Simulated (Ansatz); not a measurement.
Calculated O-17 NMR of the central transition for SnO at a changed volume

Cell: a COD entry, relaxed with PBE at fixed cell and then changed (volume scaled by 1.06, ions relaxed).

Space group Cmce (No. 64); a = 5.0981, b = 5.8322, c = 11.3381 Å.

| site | Wyckoff | site symmetry | x | y | z |
| --- | --- | --- | --- | --- | --- |
| Sn | 8f | m.. | 0.0000 | 0.7501 | 0.3534 |
| O | 8e | .2. | 0.7500 | 0.4999 | 0.7500 |

One atom of each set is listed; the run and its k-mesh use a cell of 8 atoms with edges of 3.87, 3.87, 11.34 Å.

Computed with Ansatz: DFT, PBE, plane waves and PAW, scalar-relativistic, 420 eV cutoff, Γ-centred 8×8×3 k-points, Fermi–Dirac smearing 0.02 eV.

O-17 has I = 5/2 and Q = -25.58 mb (Pyykkö 2018); at 23.5 T its Larmor frequency is ν₀ = 135.7 MHz. Only the quadrupole interaction is simulated: positions count from each site's isotropic chemical shift, and J coupling is left out, as are shift anisotropy and dipolar coupling, which fast spinning averages.

Task: Simulate the second-order pattern (fast magic-angle spinning, Gaussian broadening 0.02 kHz) of site O (4 Sn at 2.26 Å).

Result: The calculation gives C_Q = 2.77 MHz and η = 0.79, so ν_Q = 0.415 MHz and the centre of gravity lies at -3.01 ppm (-0.408 kHz).

```
offset (kHz)  height
      -0.984       0
      -0.951       0
      -0.917       7
      -0.884       8
      -0.851      12
      -0.817      19
      -0.784      20
      -0.750      21
      -0.717      22
      -0.684      23
      -0.650      25
      -0.617      27
      -0.583      29
      -0.550      33
      -0.516      59
      -0.483     100
      -0.450      79
      -0.416      78
      -0.383      87
      -0.349      65
      -0.316      54
      -0.283      47
      -0.249      43
      -0.216      39
      -0.182      37
      -0.149      34
      -0.116      32
      -0.082      31
      -0.049      29
      -0.015      21
       0.018       1
       0.051       0
```

Without spin–orbit coupling (the program notes it for Sn) the gradients can shift somewhat, as the gap is small. The database positions were far from equilibrium, so the relaxed structure may not be the compound's real one.
